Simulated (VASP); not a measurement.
# Cu (Fm-3m) in VASP: notebook, part 2 of 2

VASP 6.6.1.

**3. Relaxation of cell and atoms, PBEsol**

This run uses another cell than the first one, of 11.37 Å³/atom, 0.963 times its volume.

INCAR reads:

```
PREC     = Accurate       # precision mode
ENCUT    = 600            # plane-wave cutoff, eV
EDIFF    = 1E-7           # SCF threshold, eV
ISMEAR   = 1              # smearing method
SIGMA    = 0.1            # smearing width, eV
LREAL    = False          # projectors in reciprocal space
LASPH    = True           # aspherical terms in the spheres
NELM     = 80             # most SCF steps
ALGO     = Normal         # electronic algorithm
ISIF     = 3              # what is computed and relaxed
LWAVE    = False          # write WAVECAR
LCHARG   = False          # write CHGCAR
GGA      = PS             # functional
IBRION   = 2              # ionic algorithm
NSW      = 90             # ionic steps
EDIFFG   = -0.005         # ionic threshold
```

KPOINTS reads:

```
regular mesh
0
Gamma
  18 18 18
```

POSCAR reads:

```
Cu                                      
1.0
    0.0000000000      1.7848606277      1.7848606277
    1.7848606277      0.0000000000      1.7848606277
    1.7848606277      1.7848606277      0.0000000000
  Cu            
     1
Direct
     0.0000000000000000    0.0000000000000000    0.0000000000000000
```

Potentials or basis: VASP PAW PBE potentials, release 64 (Cu).

Run with:

```
$ cat potpaw_PBE.64/Cu/POTCAR > POTCAR
$ mpirun -np 1 vasp_std > vasp.out
```

OUTCAR:

```text
PREC = Accurate
   ENCUT = 600
   EDIFF = 1E-7
   ISMEAR = 1
   LREAL = False
   LASPH = True
   NELM = 80
   ISIF = 3
   GGA = PS
   IBRION = 2
   NSW = 90
   EDIFFG = -0.005

 ion  position               nearest neighbor table
   1  0.000  0.000  0.000-

  LATTYP: Found a face centered cubic cell.
 ALAT       =     3.5697212554

  Lattice vectors:

 A1 = (   0.0000000000,   1.7848606277,   1.7848606277)
 A2 = (   1.7848606277,   0.0000000000,   1.7848606277)
 A3 = (   1.7848606277,   1.7848606277,   0.0000000000)

Analysis of symmetry for initial positions (statically):
=====================================================================
 Subroutine PRICEL returns:
 Original cell was already a primitive cell.

 Routine SETGRP: Setting up the symmetry group for a
 face centered cubic supercell.

 Subroutine GETGRP returns: Found 48 space group operations
 (whereof 48 operations were pure point group operations)
 out of a pool of 48 trial point group operations.

The static configuration has the point symmetry O_h .

Analysis of symmetry for dynamics (positions and initial velocities):
=====================================================================
 Subroutine PRICEL returns:
 Original cell was already a primitive cell.

 Routine SETGRP: Setting up the symmetry group for a
 face centered cubic supercell.

 Subroutine GETGRP returns: Found 48 space group operations
 (whereof 48 operations were pure point group operations)
 out of a pool of 48 trial point group operations.

The dynamic configuration has the point symmetry O_h .

 Subroutine INISYM returns: Found 48 space group operations
 (whereof 48 operations are pure point group operations),
 and found     1 'primitive' translations

----------------------------------------------------------------------------------------

                                     Primitive cell

  volume of cell :      11.3722

[... 111 lines left out ...]
   GGA     = PS    functional components
   LHFCALC =     F    Hartree Fock is set to
   AEXX    =    0.0000 exact exchange contribution
   IVDW    =     0    specifies the selected vdW correction
   LEPSILON=     F    determine dielectric tensor
   LRPA    =     F    only Hartree local field effects (RPA)
 conjugate gradient relaxation of ions
 non-spin polarized calculation
 Methfessel and Paxton  Order N= 1 SIGMA  =   0.10
  energy-cutoff  :      600.00
  volume of cell :       11.37
 maximum number of plane-waves:       392
   NGX =  9   NGY =  9   NGZ =  9

 number of electron      11.0000013 magnetization

 Free energy of the ion-electron system (eV)
  ---------------------------------------------------
  ext. energy  EPLUGINS =         0.00000000
  ---------------------------------------------------
  free energy    TOTEN  =        -4.30854383 eV

  energy without entropy =       -4.30849209  energy(sigma->0) =       -4.30852658

 E-fermi :   7.8342     XC(G=0): -13.1294

 val. band max:        7.8311236510   @ k =   0.5000   0.1111   0.0000
 cond. band min:       7.8705699253   @ k =  -0.4444   0.1111   0.0556
 fundamental gap:      0.0394462743
 Fermi energy:         7.8342398989

 k-point     1 :       0.0000    0.0000    0.0000
  band No.  band energies     occupation
      1      -1.8046      2.00000
      2       4.7375      2.00000
      3       4.7375      2.00000
      4       4.7375      2.00000
      5       5.6201      2.00000
      6       5.6201      2.00000
      7      30.7613      0.00000
      8      33.6718      0.00000
      9      33.6718      0.00000
[... 265 lines left out ...]
 k-point    24 :      -0.2222    0.0556    0.0000
  band No.  band energies     occupation
      1       0.3214      2.00000
      2       4.4218      2.00000
      3       4.9047      2.00000
      4       4.9460      2.00000
      5       5.5662      2.00000
      6       5.8255      2.00000
      7      21.1526      0.00000
      8      28.2555      0.00000
      9      31.9432      0.00000

 [... further k-points ...]

------------------------ aborting loop because EDIFF is reached ----------------------------------------

  FORCE on cell =-STRESS in cart. coord.  units (eV):
  Direction    XX          YY          ZZ          XY          YZ          ZX
  --------------------------------------------------------------------------------------
  -------------------------------------------------------------------------------------
  Total        0.0022773      0.0022773      0.0022773      0.0000000      0.0000000     -0.0000000
  in kB        0.3208333      0.3208333      0.3208333      0.0000000      0.0000000     -0.0000000
  external PRESSURE =       0.3208333 kB  Pullay stress =       0.0000000 kB

 VOLUME and BASIS-vectors are now :
 -----------------------------------------------------------------------------
  energy-cutoff  :      600.00
  volume of cell :       11.37
      direct lattice vectors                 reciprocal lattice vectors
     0.000000000  1.784860628  1.784860628    -0.280133918  0.280133918  0.280133918
     1.784860628  0.000000000  1.784860628     0.280133918 -0.280133918  0.280133918
     1.784860628  1.784860628  0.000000000     0.280133918  0.280133918 -0.280133918

 POSITION                                       TOTAL-FORCE (eV/Angst)
 -----------------------------------------------------------------------------------
      0.00000      0.00000      0.00000        -0.000000     -0.000000      0.000000
 -----------------------------------------------------------------------------------
    total drift:                                0.000000     -0.000000      0.000000

  FREE ENERGIE OF THE ION-ELECTRON SYSTEM (eV)
  ---------------------------------------------------
  free  energy   TOTEN  =        -4.3085438296 eV

  energy  without entropy=       -4.3084920923  energy(sigma->0) =       -4.30852658

 reached required accuracy - stopping structural energy minimisation
```

CONTCAR:

```text
Cu
   1.00000000000000
     0.0000000000000000    1.7848606277000001    1.7848606277000001
     1.7848606277000001    0.0000000000000000    1.7848606277000001
     1.7848606277000001    1.7848606277000001    0.0000000000000000
  Cu
     1
Direct
     0.0000000000000000    0.0000000000000000    0.0000000000000000

  0.00000000E+00  0.00000000E+00  0.00000000E+00
```

Wall time 12 s (1 thread of Intel Xeon Platinum 8488C (Sapphire Rapids), shared host); peak memory 0.14 GiB.

What came out:

- Free energy: -4.3085 eV
- Pressure after relaxing: 0.0 GPa
- Band gap on the k mesh: none (metal or under the smearing width)

Final structure:
```
Cu
1.0
     0.00000    1.78486    1.78486
     1.78486    0.00000    1.78486
     1.78486    1.78486    0.00000
Cu
1
Direct
  0.00000 0.00000 0.00000
```

Levels at points of the mesh, in eV from the Fermi level:
```csv
k point,band 3,band 4,band 5,band 6,band 7,band 8,band 9
"(0.00, 0.00, 0.00)",-3.10,-3.10,-2.21,-2.21,22.93,25.84,25.84
"(0.50, 0.00, 0.00)",-3.13,-1.61,-1.61,-1.11,3.98,21.40,22.65
"(0.50, 0.50, 0.00)",-1.63,-1.46,-1.46,1.47,7.41,13.37,13.37
```

Caveat: the relaxation stopped at its first step, so nothing moved; the PAW data sets were made with another functional, which shifts forces and pressure a little.

**4. Relaxation of cell and atoms, RPBE**

INCAR reads:

```
SYSTEM = Cu
ALGO = Normal
EDIFF = 1E-6
EDIFFG = -0.01
ENCUT = 600
GGA = RP
IBRION = 2
ISIF = 3
ISMEAR = 1
LASPH = .True.
LCHARG = .False.
LREAL = .False.
LWAVE = .False.
NELM = 80
NSW = 90
PREC = Accurate
SIGMA = 0.1
```

KPOINTS reads:

```
k-points
0
Gamma
  18 18 18
  0 0 0
```

POSCAR reads:

```
Cu
1.0
    0.0000000000      1.8075000000      1.8075000000
    1.8075000000      0.0000000000      1.8075000000
    1.8075000000      1.8075000000      0.0000000000
Cu
1
Direct
    0.0000000000      0.0000000000      0.0000000000
```

Run with:

```
$ cat potpaw_PBE.64/Cu/POTCAR > POTCAR
$ mpirun -np 1 vasp_std > vasp.out
```

Wall time 26 s (1 thread of Intel Xeon Platinum 8488C (Sapphire Rapids), shared host); peak memory 0.15 GiB.

It converged, with:

- Free energy: -3.2563 eV
- Relaxed volume: 12.46 Å³/atom
- Relaxed cell: a = 2.602 Å, b = 2.602 Å, c = 2.602 Å, α = 60.00°, β = 60.00°, γ = 60.00°
- Space group after relaxing (to 0.05 Å): Fm-3m (No. 225)
- Energy gained by relaxing: 14.5 meV/atom
- Ionic steps: 3
- Pressure after relaxing: 0.0 GPa
- Band gap on the k mesh: none (metal or under the smearing width)

The path:
```
step  energy change (eV)  largest force (eV/Å)  pressure (GPa)  volume (Å³)
   1              0.0000                0.0000            7.51        11.81
   2             -0.0116                0.0000           -2.83        12.78
   3             -0.0145                0.0000            0.04        12.46
```

Final structure:
```
Cu
1.0
     0.00000    1.84022    1.84022
     1.84022    0.00000    1.84022
     1.84022    1.84022    0.00000
Cu
1
Direct
  0.00000 0.00000 0.00000
```

Levels at points of the mesh, in eV from the Fermi level:
```
           k point  band 2  band 3  band 4  band 5  band 6  band 7  band 8  band 9
(0.00, 0.00, 0.00)   -2.82   -2.82   -2.82   -2.07   -2.07   22.13   24.47   24.47
(0.50, 0.00, 0.00)   -2.85   -2.85   -1.55   -1.55   -0.82    3.55   20.65   21.35
(0.50, 0.50, 0.00)   -4.11   -1.57   -1.42   -1.42    1.58    6.80   12.74   12.74
```

Caveat: the PAW data sets were made with another functional, which shifts forces and pressure a little. RPBE and its kin give volumes clearly too large for solids.
